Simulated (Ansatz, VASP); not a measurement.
**Two plane-wave programs on KF**

INCAR

```
SYSTEM = KF
PREC     = Accurate       ! precision mode
ENCUT    = 520            ! plane-wave cutoff, eV
EDIFF    = 1E-6           ! SCF threshold, eV
ISMEAR   = -1             ! smearing method
SIGMA    = 0.02           ! smearing width, eV
LREAL    = .FALSE.        ! projectors in reciprocal space
LASPH    = .TRUE.         ! aspherical terms in the spheres
NELM     = 60             ! most SCF steps
ALGO     = Fast           ! electronic algorithm
ISIF     = 2              ! what is computed and relaxed
LWAVE    = .FALSE.        ! write WAVECAR
LCHARG   = .FALSE.        ! write CHGCAR
GGA      = PE             ! functional
NBANDS   = 15             ! bands
```

The input KPOINTS:

```
Automatic mesh
0
G
  8 8 8
  0 0 0
```

The input POSCAR:

```
KF
1.0
    0.0000000000      2.6589605554      2.6589605554
    2.6722553582      0.0000000000      2.6589605554
    2.6722553582      2.6589605554      0.0000000000
K F
1 1
Direct
    0.0000000000      0.0000000000      0.0000000000
    0.5000000000      0.5000000000      0.5000000000
```

Input for Ansatz:

```yaml
crystal:
  lattice:
    - [0.0, 2.6589605554, 2.6589605554]
    - [2.6722553582, 0.0, 2.6589605554]
    - [2.6722553582, 2.6589605554, 0.0]
  atoms:
    - { symbol: K, position: [0.0, 0.0, 0.0] }
    - { symbol: F, position: [0.5, 0.5, 0.5] }
kpoints:
  mp_grid: { grid: [8, 8, 8] }
  band_path:
    path:
      - [0.0, 0.0, 0.0]
      - [0.5, 0.0, 0.5]
      - [0.625, 0.25, 0.625]
      - [0.375, 0.375, 0.75]
      - [0.5, 0.5, 0.5]
      - [0.5, 0.25, 0.75]
    npoints: 1
hamiltonian:
  xc: pbe
scf:
  occupations: { method: fermi_dirac, width: 0.02 }
  n_extra_bands: 4
output:
  forces: true
  stress: true
  eigenvalues: true
```

Change from the starting cell: uniaxial_x strain +0.5%.

Alike in both runs: task single point; functional PBE; k mesh 8 × 8 × 8; occupations fermi-dirac, width 0.02 eV; no spin polarisation.

|  | VASP | Ansatz |
| --- | --- | --- |
| version | VASP 6.6.1 | Ansatz 0.2.0 |
| potentials or method | VASP PAW PBE potentials, release 64 (K_sv, F) | plane waves, PAW |
| plane-wave cutoff (eV) | 520 | 420 |
| valence electrons in the cell | 16 | 16 |

VASP gave:

```
gap on the k mesh at the Fermi level (eV)       : 6.21
pressure (GPa)                                  : 1.8
largest component of the traceless stress (GPa) : 0.21
```

Question: What did Ansatz give for the same quantities?

Answer: gap on the k mesh at the Fermi level (eV): 6.23; pressure (GPa): 1.7; largest component of the traceless stress (GPa): 0.20.

A k mesh can miss the band edges.
